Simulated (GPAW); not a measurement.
C:

```
C
1.0
     2.52210    0.00000    0.00000
    -1.26105    2.18420    0.00000
     0.00000    0.00000    8.23710
C
8
Direct
  0.66667 0.33333 0.84375
  0.33333 0.66667 0.34375
  0.66667 0.33333 0.65625
  0.33333 0.66667 0.15625
  0.00000 0.00000 0.90625
  0.00000 0.00000 0.40625
  0.00000 0.00000 0.59375
  0.00000 0.00000 0.09375
```

This is a hexagonal form of diamond, not graphite.

Base run:

- Program: GPAW 26.7.0
- Functional: BLYP
- Potentials or basis: PAW data sets generated in the run's folder for this functional
- Cutoff: 800 eV
- Basis: pw
- k mesh: 7 × 7 × 2
- Occupations: fermi-dirac, width 0.05 eV
- Spin: no spin polarisation

Its results: band gap on the k mesh 4.75 eV, indirect (least direct gap 5.35 eV); pressure 11.1 GPa; largest force 0.338 eV/Å.

Question: After a change of settings the same cell gave: band gap on the k mesh 4.32 eV, indirect (least direct gap 5.16 eV); pressure -4.6 GPa; largest force 0.330 eV/Å. Which change was it?
A. functional from BLYP to WC
B. functional from BLYP to RPBE; potentials or basis from PAW data sets generated in the run's folder for this functional to the program's PAW data sets (release 1.2.1) made for this functional
C. functional from BLYP to PBE; potentials or basis from PAW data sets generated in the run's folder for this functional to JTH PAW 2.0, PBE

Answer: A.

WC binds more tightly than BLYP, so the same cell stands under less pressure.

Not every run made on this cell is shown here.
